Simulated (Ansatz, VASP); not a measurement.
**One calculation of Pt, two programs**

INCAR

```
PREC = Accurate ; ENCUT = 520
EDIFF = 1E-6 ; ISMEAR = -1
SIGMA = 0.05 ; LREAL = False
LASPH = True ; NELM = 150
ALGO = Normal ; ISIF = 2
LWAVE = False ; LCHARG = False
LNONCOLLINEAR = True ; MAGMOM = 0 0 0
LORBIT = 11 ; LSORBIT = True
GGA_COMPAT = False ; LORBMOM = True
LMAXMIX = 4 ; GGA = CA
NBANDS = 21
```

KPOINTS

```
Automatic mesh
0
Gamma
  9 9 9
```

File POSCAR:

```
Pt
1.0
    0.0000000000      1.9609000000      1.9609000000
    1.9609000000      0.0000000000      1.9609000000
    1.9609000000      1.9609000000      0.0000000000
Pt
1
Direct
    0.0000000000      0.0000000000      0.0000000000
```

input.yaml

```yaml
crystal:
  lattice:
    - [0.0, 1.9609, 1.9609]
    - [1.9609, 0.0, 1.9609]
    - [1.9609, 1.9609, 0.0]
  atoms:
    - { symbol: Pt, position: [0.0, 0.0, 0.0] }
hamiltonian:
  xc: lda
  pseudopotentials: { kind: paw_fr }
magnetization:
  noncollinear: true
  spin_orbit: true
kpoints:
  mp_grid: { grid: [9, 9, 9] }
  band_path:
    path:
      - [[0.0, 0.0, 0.0], [0.5, 0.0, 0.5], [0.5, 0.25, 0.75], [0.375, 0.375, 0.75], [0.0, 0.0, 0.0], [0.5, 0.5, 0.5], [0.625, 0.25, 0.625], [0.5, 0.25, 0.75], [0.5, 0.5, 0.5], [0.375, 0.375, 0.75]]
      - [[0.625, 0.25, 0.625], [0.5, 0.0, 0.5]]
    npoints: 14
scf:
  occupations: { method: fermi_dirac, width: 0.05 }
  n_extra_bands: 6
output:
  forces: true
  stress: true
  eigenvalues: true
  fatbands: false
```

Alike in both runs: functional LDA; k mesh 9 × 9 × 9; occupations fermi-dirac, width 0.05 eV; non-collinear spin, spin-orbit coupling.

|  | VASP | Ansatz |
| --- | --- | --- |
| version | VASP 6.6.1 | Ansatz 0.2.0 |
| potentials or method | VASP PAW LDA potentials, release 64 (Pt) | Ansatz PAW |
| plane-wave cutoff (eV) | 520 | 420 |
| valence electrons in the cell | 10 | 18 |
| task | single point | band structure |

VASP gave:

```
gap on the k mesh at the Fermi level (eV) : none
pressure (GPa)                            : -5.3
net moment per atom (μB)                  : 0.00
```

What did Ansatz give for the same quantities?

gap on the k mesh at the Fermi level (eV): none; pressure (GPa): -6.2; net moment per atom (μB): 0.00.

A gap of «none» marks a metal or a gap that the smearing closes. The two sets of potentials don't hold the same shells in valence.

Caveats: the PAW data sets come from PBE, with cores solved anew for the run's functional, which leaves a small shift of forces and pressure (Ansatz).
